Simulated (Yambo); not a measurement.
# BP (F-43m) in Yambo: convergence with bands in self energy

Aim: find how far bands in self energy must go before the results for BP settle, at LDA. This setting moves, with any that are tied to it; all else stays.

Program: Yambo 5.3.0. These are calculated values, not measurements. Logs are shortened: lines on timing, memory, paths and dates and some standing lists are left out, and cuts for length are marked.

## 1. The structure

The structure is cubic, space group F-43m (No. 216). Conventional cell: a = 4.538 Å, b = 4.538 Å, c = 4.538 Å, α = 90.00°, β = 90.00°, γ = 90.00°. P (site symmetry -43m) has 4 B at 1.97 Å as nearest neighbours. B (site symmetry -43m) is surrounded by 4 P at 1.97 Å.

## 2. With bands in self energy 24

File g0w03.in:

```
gw0
dyson
el_el_corr
rim_cut
HF_and_locXC
ppa
em1d
RandQpts= 1000000
RandGvec= 50 RL
EXXRLvcs= 76 Ry
VXCRLvcs= 76 Ry
Chimod= "HARTREE"
% BndsRnXp
 1 | 154 |
%
NGsBlkXp= 15 Ry
% LongDrXp
 1 | 1 | 1 |
%
PPAPntXp= 27.21138 eV
% GbndRnge
 1 | 24 |
%
GTermKind= "none"
DysSolver= "n"
ExtendOut
% QPkrange
 1 | 1 | 4 | 5 |
 13 | 13 | 4 | 5 |
%
```

File scf.in:

```
&CONTROL
  calculation = 'scf'
  prefix = 'pwscf'
  outdir = './tmp'
  pseudo_dir = './pseudo'
/
&SYSTEM
  ibrav = 0
  nat = 2
  ntyp = 2
  ecutwfc = 76
  nbnd = 9
  occupations = 'smearing'
  smearing = 'fd'
  degauss = 0.00367493
  force_symmorphic = .true.
/
&ELECTRONS
  conv_thr = 4d-10
  electron_maxstep = 120
  mixing_beta = 0.5
/
ATOMIC_SPECIES
P     30.9738 P.upf
B     10.8100 B.upf
CELL_PARAMETERS angstrom
   0.0000000000    2.2690000000    2.2690000000
   2.2690000000    0.0000000000    2.2690000000
   2.2690000000    2.2690000000    0.0000000000
ATOMIC_POSITIONS crystal
P      0.7500000000    0.7500000000    0.7500000000
B      0.0000000000    0.0000000000    0.0000000000
K_POINTS automatic
10 10 10 0 0 0
```

File nscf.in:

```
&CONTROL
  calculation = 'nscf'
  prefix = 'pwscf'
  outdir = './tmp'
  pseudo_dir = './pseudo'
/
&SYSTEM
  ibrav = 0
  nat = 2
  ntyp = 2
  ecutwfc = 76
  nbnd = 154
  occupations = 'fixed'
  force_symmorphic = .true.
/
&ELECTRONS
  conv_thr = 1d-08
  diago_full_acc = .true.
  diago_thr_init = 1d-06
/
ATOMIC_SPECIES
P     30.9738 P.upf
B     10.8100 B.upf
CELL_PARAMETERS angstrom
   0.0000000000    2.2690000000    2.2690000000
   2.2690000000    0.0000000000    2.2690000000
   2.2690000000    2.2690000000    0.0000000000
ATOMIC_POSITIONS crystal
P      0.7500000000    0.7500000000    0.7500000000
B      0.0000000000    0.0000000000    0.0000000000
K_POINTS automatic
6 6 6 0 0 0
```

Potentials or basis: PseudoDojo 0.4.1 SR LDA standard.

Started as:

```bash
> OMP_NUM_THREADS=1 pw.x -in scf.in > scf.out
> OMP_NUM_THREADS=1 pw.x -in nscf.in > nscf.out
> cd tmp/pwscf.save; p2y; mv SAVE ../..; cd ../..
> OMP_NUM_THREADS=1 yambo
> mkdir -p g0w03; ln -s $PWD/g0w00/ndb.pp* g0w03/
> mkdir -p g0w03; ln -s $PWD/g0w00/ndb.RIM g0w03/
> OMP_NUM_THREADS=1 yambo -F g0w03.in -J g0w03 -C g0w03_out
```

It converged, with:

```yaml
Band_gap_on_the_k_mesh_mean-field_level: 1.32 eV, indirect (least direct gap 3.39 eV)
Quasiparticle_gap: 1.96 eV
Least_direct_quasiparticle_gap: 4.27 eV
Quasiparticle_gap_at_Γ: 4.27 eV
Band_gap_of_the_same_states_before_the_correction: 1.20 eV
```

## 3. With bands in self energy 44

File g0w04.in:

```
gw0
dyson
el_el_corr
rim_cut
HF_and_locXC
ppa
em1d
RandQpts= 1000000
RandGvec= 50 RL
EXXRLvcs= 76 Ry
VXCRLvcs= 76 Ry
Chimod= "HARTREE"
% BndsRnXp
 1 | 154 |
%
NGsBlkXp= 15 Ry
% LongDrXp
 1 | 1 | 1 |
%
PPAPntXp= 27.21138 eV
% GbndRnge
 1 | 44 |
%
GTermKind= "none"
DysSolver= "n"
ExtendOut
% QPkrange
 1 | 1 | 4 | 5 |
 13 | 13 | 4 | 5 |
%
```

scf.in is that of step 2.

nscf.in is that of step 2.

Potentials or basis: PseudoDojo 0.4.1 SR LDA standard.

Started as:

```bash
> OMP_NUM_THREADS=1 pw.x -in scf.in > scf.out
> OMP_NUM_THREADS=1 pw.x -in nscf.in > nscf.out
> cd tmp/pwscf.save; p2y; mv SAVE ../..; cd ../..
> OMP_NUM_THREADS=1 yambo
> mkdir -p g0w04; ln -s $PWD/g0w00/ndb.pp* g0w04/
> mkdir -p g0w04; ln -s $PWD/g0w00/ndb.RIM g0w04/
> OMP_NUM_THREADS=1 yambo -F g0w04.in -J g0w04 -C g0w04_out
```

The run converged. Its results:

```
Band gap on the k mesh, mean-field level          : 1.32 eV, indirect (least direct gap 3.39 eV)
Quasiparticle gap                                 : 2.02 eV
Least direct quasiparticle gap                    : 4.28 eV
Quasiparticle gap at Γ                            : 4.28 eV
Band gap of the same states before the correction : 1.20 eV
```

## 4. With bands in self energy 84

File g0w05.in:

```
gw0
dyson
el_el_corr
rim_cut
HF_and_locXC
ppa
em1d
RandQpts= 1000000
RandGvec= 50 RL
EXXRLvcs= 76 Ry
VXCRLvcs= 76 Ry
Chimod= "HARTREE"
% BndsRnXp
 1 | 154 |
%
NGsBlkXp= 15 Ry
% LongDrXp
 1 | 1 | 1 |
%
PPAPntXp= 27.21138 eV
% GbndRnge
 1 | 84 |
%
GTermKind= "none"
DysSolver= "n"
ExtendOut
% QPkrange
 1 | 1 | 4 | 5 |
 13 | 13 | 4 | 5 |
%
```

scf.in is that of step 3.

nscf.in is that of step 3.

Started as:

```bash
> OMP_NUM_THREADS=1 pw.x -in scf.in > scf.out
> OMP_NUM_THREADS=1 pw.x -in nscf.in > nscf.out
> cd tmp/pwscf.save; p2y; mv SAVE ../..; cd ../..
> OMP_NUM_THREADS=1 yambo
> mkdir -p g0w05; ln -s $PWD/g0w00/ndb.pp* g0w05/
> mkdir -p g0w05; ln -s $PWD/g0w00/ndb.RIM g0w05/
> OMP_NUM_THREADS=1 yambo -F g0w05.in -J g0w05 -C g0w05_out
```

The run converged. Its results:

| Quantity | Value |
| --- | --- |
| Band gap on the k mesh, mean-field level | 1.32 eV, indirect (least direct gap 3.39 eV) |
| Quasiparticle gap | 2.06 eV |
| Least direct quasiparticle gap | 4.30 eV |
| Quasiparticle gap at Γ | 4.30 eV |
| Band gap of the same states before the correction | 1.20 eV |

## 5. With bands in self energy 154

File g0w01.in:

```
gw0
dyson
el_el_corr
rim_cut
HF_and_locXC
ppa
em1d
RandQpts= 1000000
RandGvec= 50 RL
EXXRLvcs= 76 Ry
VXCRLvcs= 76 Ry
Chimod= "HARTREE"
% BndsRnXp
 1 | 154 |
%
NGsBlkXp= 15 Ry
% LongDrXp
 1 | 1 | 1 |
%
PPAPntXp= 27.21138 eV
% GbndRnge
 1 | 154 |
%
GTermKind= "none"
DysSolver= "n"
ExtendOut
% QPkrange
 1 | 1 | 4 | 5 |
 13 | 13 | 4 | 5 |
%
```

scf.in is that of step 4.

nscf.in is that of step 4.

Potentials or basis: PseudoDojo 0.4.1 SR LDA standard.

Started as:

```bash
> OMP_NUM_THREADS=1 pw.x -in scf.in > scf.out
> OMP_NUM_THREADS=1 pw.x -in nscf.in > nscf.out
> cd tmp/pwscf.save; p2y; mv SAVE ../..; cd ../..
> OMP_NUM_THREADS=1 yambo
> mkdir -p g0w01; ln -s $PWD/g0w00/ndb.pp* g0w01/
> mkdir -p g0w01; ln -s $PWD/g0w00/ndb.RIM g0w01/
> OMP_NUM_THREADS=1 yambo -F g0w01.in -J g0w01 -C g0w01_out
```

Yambo's report:

```text
[... sections 02.01 to 02.04 as in the set-up run ...]

  [02.05] Energies & Occupations
  ==============================

  [X] === General ===
  [X] Electronic Temperature                        :  0.000000  0.000000 [eV K]
  [X] Bosonic    Temperature                        :  0.000000  0.000000 [eV K]
  [X] Finite Temperature mode                       : no
  [X] El. density                                   :  0.34242E+24 [cm-3]
  [X] Fermi Level                                   :  9.022158 [eV]

  [X] === Gaps and Widths ===
  [X] Conduction Band Min                           :  1.318940 [eV]
  [X] Valence Band Max                              :  0.000000 [eV]
  [X] Filled Bands                                  :   4
  [X] Empty Bands                                   :    5  154
  [X] Direct Gap                                    :  3.386861 [eV]
  [X] Direct Gap localized at k                     :  1
  [X] Indirect Gap                                  :  1.318940 [eV]
  [X] Indirect Gap between kpts                     :   1  13
  [X] Last valence band width                       :  5.187516 [eV]
  [X] 1st conduction band width                     :  3.268721 [eV]

 [03] Transferred momenta grid and indexing
 ==========================================

 IBZ Q-points                                      :  16
 BZ  Q-points                                      :  216

 K/Q-points units:
 rlu = crystal or reduced units; cc = cartesian coordinates; iku = interal k-units

 Q [ 1]         [rlu]:  0.000000  0.000000  0.000000
 Q [ 2]         [rlu]: -0.53337E-17 -0.53337E-17  0.16667
 Q [ 3]         [rlu]: -0.10667E-16 -0.10667E-16  0.33333
 Q [ 4]         [rlu]:  0.21235E-17  0.21235E-17 -0.50000
 Q [ 5]         [rlu]: -0.15504E-16  0.16667      0.16667
 Q [ 6]         [rlu]: -0.53337E-17  0.16667      0.33333
 Q [ 7]         [rlu]:  0.17088E-16  0.16667      0.50000
 Q [ 8]         [rlu]:  0.21235E-17  0.16667     -0.33333
 Q [ 9]         [rlu]:  0.29609E-16  0.16667     -0.16667
 Q [10]         [rlu]: -0.31009E-16  0.33333      0.33333
 Q [11]         [rlu]:  0.65367E-16  0.33333      0.50000
 Q [12]         [rlu]:  0.21335E-16  0.33333     -0.33333
 Q [13]         [rlu]:  0.18101E-16 -0.50000     -0.50000
 Q [14]         [rlu]:  0.166667  0.333333  0.500000
 Q [15]         [rlu]:  0.166667  0.333333 -0.333333
 Q [16]         [rlu]:  0.166667 -0.500000 -0.333333

 [04] Coloumb potential Random Integration (RIM)
 ===============================================

 Summary of Coulomb integrals for non-metallic bands |Q|[au] RIM/Bare

 Q [1] 0.100000E-4 0.995870 * Q [2] 0.211508 1.064892
 Q [5] 0.244228 1.062895 * Q [9] 0.345390 1.025361
 Q [6] 0.405006 1.018901 * Q [3] 0.423015 1.016674
 Q [10] 0.488456 1.013019 * Q [8] 0.532282 1.010368
 Q [14] 0.546110 1.010150 * Q [7] 0.598234 1.008381
 Q [11] 0.634523 1.007507 * Q [4] 0.634523 1.007314
 Q [12] 0.690781 1.006086 * Q [15] 0.722436 1.005634
 Q [13] 0.732684 1.005850 * Q [16] 0.772316 1.005283

 [05] Dipoles
 ============

  [05.01] Setup: observables and procedures
  =========================================

  [WF-Oscillators/G space/Transverse up loader] Normalization (few states)  min/max  :  0.34435E-16   1.0000

  [WR./g0w01//ndb.dipoles]--------------------------------------------------------
   Brillouin Zone Q/K grids (IBZ/BZ)                :   16  216   16  216
   RL vectors                                       :  2421 [WF]
   Fragmentation                                    : yes
   Electronic Temperature                           :  0.000000 [K]
   Bosonic    Temperature                           :  0.000000 [K]
   DIP band range                                   :    1  154
   DIP band range limits                            :   4   5
   DIP e/h energy range                             : -1.000000 -1.000000 [eV]
   RL vectors in the sum                            :  2421
   [r,Vnl] included                                 : yes
   Bands ordered                                    : yes
   Direct v evaluation                              : no
   Approach used                                    : G-space v
   Dipoles computed                                 : R V P [G-space]
   Wavefunctions                                    : Slater exchange(X)+Perdew & Wang(C)

 [06] Dynamic Dielectric Matrix (PPA)
 ====================================

 [07] Local Exchange-Correlation + Non-Local Fock
 ================================================

 [VXC] Plane waves :  1837
 [EXS] Plane waves :  1837

 QP @ state[ 1 ] K range:  1  1
 QP @ state[ 1 ] b range:   4   5
 QP @ state[ 2 ] K range:  13  13
 QP @ state[ 2 ] b range:   4   5

 [xc] Functional : Slater exchange(X)+Perdew & Wang(C)
 [xc] LIBXC used to calculate xc functional
  PP Number of Atomic Species                      :  2
  NLCC RL compoments                               :  14163
  PP Number of Atomic Species                      :  2
  NLCC RL compoments                               :  14163
 [WR./g0w01//ndb.HF_and_locXC]---------------------------------------------------
  Brillouin Zone Q/K grids (IBZ/BZ)                :   16  216   16  216
  RL vectors                                       :  2421 [WF]
  Fragmentation                                    : no
  Electronic Temperature                           :  0.000000 [K]
  Bosonic    Temperature                           :  0.000000 [K]
  Green`s function   wavefunctions                 : Slater exchange(X)+Perdew & Wang(C)
  Total number of QP states                        :   4
  Exchange RL vectors                              :  1837
  Exchange summation bands                         :   4
  RIM RL components                                :   51
  RIM random points                                :  1000000

 [xc] E_xc :  -2.804354 [Ha]
      E_xc :  -5.608708 [Ry]

  Local XC kind (lXC) : Slater exchange(X)+Perdew & Wang(C)
  Non-Local XC kind (nlXC) : Hartree-Fock

  Corrections @ K [1] :  [eV]
 <4|nlXC|4> = -14.90829  0.16230E-16 <4|lXC|4> = -13.20911 -0.10890E-18
 <5|nlXC|5> = -7.316350  0.24424E-17 <5|lXC|5> = -12.02096  0.37764E-15

  Corrections @ K [13] :  [eV]
 <4|nlXC|4> = -15.89772  0.78529E-17 <4|lXC|4> = -12.45961  0.11808E-16
 <5|nlXC|5> = -6.589873  0.20404E-17 <5|lXC|5> = -10.95879 -0.47251E-16

 [08] Dyson equation: Newton solver
 ==================================

  [08.01] G0W0 (W PPA)
  ====================

  [  GW  ] Bands range     :    1  154
  [GW/PPA] G damping       :  0.100000 [eV]

  QP @ state[ 1 ] K range:  1  1
  QP @ state[ 1 ] b range:   4   5
  QP @ state[ 2 ] K range:  13  13
  QP @ state[ 2 ] b range:   4   5
[... 51 lines left out ...]
   :: Time ordering fails/rest    :  0.500059
   :: Mean rel dev of PP cond     :  0.229779
   Current Q-pt index             :  14
   :: PP condition fails/total    :  0.237355
   :: Time ordering fails/rest    :  0.500300
   :: Mean rel dev of PP cond     :  0.237355
   Current Q-pt index             :  15
   :: PP condition fails/total    :  0.230213
   :: Time ordering fails/rest    :  0.500258
   :: Mean rel dev of PP cond     :  0.230212
   Current Q-pt index             :  16
   :: PP condition fails/total    :  0.230518
   :: Time ordering fails/rest    :  0.500060
   :: Mean rel dev of PP cond     :  0.230517

  [08.02] QP properties and I/O
  =============================

  Legend (energies in eV)
  - B  : Band       - Eo  : bare energy
  - E  : QP energy  - Z   : Renormalization factor
  - So : Sc(Eo)     - S   : Sc(E)
  - dSp: Sc derivative precision

  - lXC: Local XC (Slater exchange(X)+Perdew & Wang(C))
  -nlXC: non-Local XC (Hartree-Fock)

  QP [eV] @ K [1] (iku):  0.000000  0.000000  0.000000
   B=4 Eo=  0.00 E= -0.76 E-Eo= -0.76 Re(Z)=0.79 Im(Z)=-0.117690E-2 nlXC= -14.9083 lXC= -13.2091 So= 0.748785
   B=5 Eo=  3.39 E=  3.55 E-Eo=  0.16 Re(Z)=0.80 Im(Z)=-0.117506E-2 nlXC= -7.31635 lXC= -12.0210 So= -4.50074

  QP [eV] @ K [13] (iku): -0.500000  0.000000  0.000000
   B=4 Eo= -4.10 E= -5.00 E-Eo= -0.89 Re(Z)=0.78 Im(Z)=-0.124182E-2 nlXC= -15.8977 lXC= -12.4596 So=  2.28769
   B=5 Eo=  1.32 E=  1.45 E-Eo=  0.13 Re(Z)=0.81 Im(Z)=-0.115639E-2 nlXC= -6.58987 lXC= -10.9588 So= -4.21087

  [WR./g0w01//ndb.QP]-------------------------------------------------------------
   Lattice constants                                :  4.287789  4.287789  4.287789
   Coulomb cutoff potential                         : none
   Electronic Temperature                           :  0.000000 [K]
   Bosonic    Temperature                           :  0.000000 [K]
   Green`s function   energies                      : Slater exchange(X)+Perdew & Wang(C)
   wavefunctions                                    : Slater exchange(X)+Perdew & Wang(C)
   PPA    diel. fun.  energies                      : Slater exchange(X)+Perdew & Wang(C)
   wavefunctions                                    : Slater exchange(X)+Perdew & Wang(C)
   QP tot states                                    :   4
   GW solver                                        : Newton
   GW approximation                                 : PPA
   PPA imaginary Energy                             :  27.21138 ev
   RIM G`s                                          :   51
   RIM random pts                                   :  1000000
   dS/dw steps                                      :  2
   dS/dw step                                       :  0.100000 ev
   X G`s                                            :  181 used
   X G`s                                            :  181 disk
   X bands                                          :    1  154
   X poles                                          :  100.0000 o/o
   X e/h E range                                    : -1.000000 -1.000000 ev
   X Hxc Kernel                                     : HARTREE
   X BZ energy Double Grid                          : no
   X Optical Averaged directions                    : none
   Sc/G bands                                       :    1  154
   Sc/G damping                                     :  0.100000 ev
   Sc bands terminator                              : no
   Sx RL components                                 :  1837

   QP @ state[ 1 ] K range                          :  1  1
   QP @ state[ 1 ] b range                          :   4   5
   QP @ state[ 2 ] K range                          :  13  13
   QP @ state[ 2 ] b range                          :   4   5
   GF energies kind                                 : Slater exchange(X)+Perdew & Wang(C)
   GF WF`s kind                                     : Slater exchange(X)+Perdew & Wang(C)
   Xs energies kind                                 : Slater exchange(X)+Perdew & Wang(C)
   Xs WF`s kind                                     : Slater exchange(X)+Perdew & Wang(C)
```

What came out:

```yaml
Band_gap_on_the_k_mesh_mean-field_level: 1.32 eV, indirect (least direct gap 3.39 eV)
Quasiparticle_gap: 2.08 eV
Least_direct_quasiparticle_gap: 4.30 eV
Quasiparticle_gap_at_Γ: 4.30 eV
Band_gap_of_the_same_states_before_the_correction: 1.20 eV
```

## 6. Summary

```csv
bands in self energy,quasiparticle gap at the points computed (eV)
24,1.955
44,2.018
84,2.064
154,2.084
```

Against the tightest run, the quasiparticle gap at the points computed stays within 0.05 eV from 84 on. The tightest run that finished is the yardstick and may itself not be fully converged.

Caveats: this k mesh misses the band edges, so its gaps are larger than the crystal's; this version prints the column dSc/dw multiplied by 27.2; the quasiparticle gap listed is the Kohn-Sham gap on the denser mesh of the self-consistent run plus the correction found on the GW mesh, so it differs from the gap in the log.
